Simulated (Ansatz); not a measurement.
# PbI2: computed properties

The calculation used DFT r2SCAN, scalar-relativistic, plane waves, PAW in Ansatz.

Cutoff 500 eV; k points 6×6×4 on the computed 3-atom cell (Γ-centred); Gaussian smearing, width 0.02 eV; no spin polarisation.

The structure is relaxed at this level of theory with its symmetry kept.

```cif
data_structure
_symmetry_space_group_name_H-M 'P-3m1'
_symmetry_Int_Tables_number 164
_cell_length_a 4.6336
_cell_length_b 4.6336
_cell_length_c 7.2967
_cell_angle_alpha 90.000
_cell_angle_beta 90.000
_cell_angle_gamma 120.000
_cell_volume 135.68
loop_
_atom_site_label
_atom_site_type_symbol
_atom_site_symmetry_multiplicity
_atom_site_Wyckoff_symbol
_atom_site_fract_x
_atom_site_fract_y
_atom_site_fract_z
_atom_site_occupancy
Pb1 Pb 1 a 0.00000 0.00000 0.00000 1
I1 I 2 d 0.33333 0.66667 0.25477 1
```

Formation energy from the elements' standard states (uncorrected)?

-0.768 eV/atom.

Generalised Kohn–Sham band gap?

2.76 eV, indirect from (-0.052, 0.021, -0.500) to A.

Löwdin character of the top 1 eV of the valence band?

I 5p 93 %.

Löwdin character of the lowest 1 eV of the conduction band?

Pb 6p 75 %, I 5p 16 %, unprojected 5 %.

Electron masses at the edge by Cartesian direction of the standard setting (m_e; degenerate bands sorted by energy; no spin-orbit coupling)?

x: 0.26; y: 0.26; z: 1.7.

Hole masses at the edge by Cartesian direction of the standard setting (m_e; degenerate bands sorted by energy; no spin-orbit coupling)?

x: 6.3; y: over 30; z: 0.94.

Bader charges (e)?

Pb (1 in the cell) 1.02, I (2 in the cell) -0.51.

Spin-orbit coupling is left out, which matters for the bands of heavy elements. Each cell of PbI2 holds layers, and where no dispersion correction was added their binding is poorly described.

Cost: 8 runs of about 6.1 core-minutes in all, on Arm Neoverse V2 (shared hosts).